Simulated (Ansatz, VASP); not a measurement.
## BeTe: VASP beside Ansatz

```
CELL_PARAMETERS angstrom
-1.89520 1.89520 2.68038
1.89520 -1.89520 2.68038
1.89520 1.89520 -2.68038
ATOMIC_POSITIONS crystal
Be 0.50000 0.50000 0.00000
Te 0.00000 0.00000 0.00000
```

Alike in both runs: functional PBE; k mesh 20 × 20 × 20; occupations gaussian, width 0.1 eV; no spin polarisation.

Ansatz relaxed the structure, and its values are those at the end. VASP's run is a single point on that final structure, the one shown.

|  | VASP | Ansatz |
| --- | --- | --- |
| version | VASP 6.6.1 | Ansatz 0.2.0 |
| potentials or method | VASP PAW PBE potentials, release 64 (Be, Te) | scalar-relativistic, plane waves, PAW |
| plane-wave cutoff (eV) | 520 | 420 |
| valence electrons in the cell | 8 | 18 |

|  | VASP | Ansatz | Ansatz less VASP |
| --- | --- | --- | --- |
| gap on the k mesh at the Fermi level (eV) | none | none | - |
| pressure (GPa) | 0.1 | 0.0 | -0.08 |

A gap of «none» marks a metal or a gap that the smearing closes. The two sets of potentials don't hold the same shells in valence.

The runs have no spin-orbit coupling, so splittings on Te are missing.
